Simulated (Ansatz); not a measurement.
# BN: the cost of one run

Method: DFT PBE+D3(BJ), scalar-relativistic, plane waves, PAW, in Ansatz 0.2.0.

## (1) Starting point

It takes space group Fmm2 (No. 42, orthorhombic). Conventional cell: a = 2.503 Å, b = 6.991 Å, c = 4.332 Å, α = 90.00°, β = 90.00°, γ = 90.00°. B (site symmetry mm2) is surrounded by 3 N at 1.44 Å. N (site symmetry mm2) is surrounded by 3 B at 1.44 Å.

Coordinates:

```
B N
1.0
     0.00000    3.49532    2.16609
     1.25163    0.00000    2.16609
     1.25163    3.49532    0.00000
B N
1 1
Direct
  0.00005 0.00005 0.99995
  0.66665 0.66665 0.33335
```

It goes back to an entry of the Materials Project, which need not be the stable form.

The cell is taken as given, not relaxed at this level.

## (2) The undisturbed cell

Input file input.yaml:

```yaml
crystal:
  lattice:
    - [0.0, 3.49531583, 2.16609124]
    - [1.2516321, 0.0, 2.16609124]
    - [1.2516321, 3.49531583, 0.0]
  atoms:
    - { symbol: B, position: [4.865e-05, 4.865e-05, 0.99995135] }
    - { symbol: "N", position: [0.66665134, 0.66665134, 0.33334866] }
basis:
  ecutwfc: 420
kpoints:
  mp_grid: { grid: [12, 12, 12] }
hamiltonian:
  xc: pbe
  dispersion: d3bj
scf:
  occupations: { method: gaussian, width: 0.05 }
output:
  forces: true
  stress: true
  eigenvalues: true
```

Command:

```
$ ansatz run input.yaml --threads 1 --pin off --max-ram 1228MiB --backend cpu --events-out ev --progress --plain --runs-dir out
```

**Question.** How long does this run take on 1 thread of an Arm CPU, shared host, and how much memory does it need?

About 5.1 s, with a peak of 0.33 GiB.
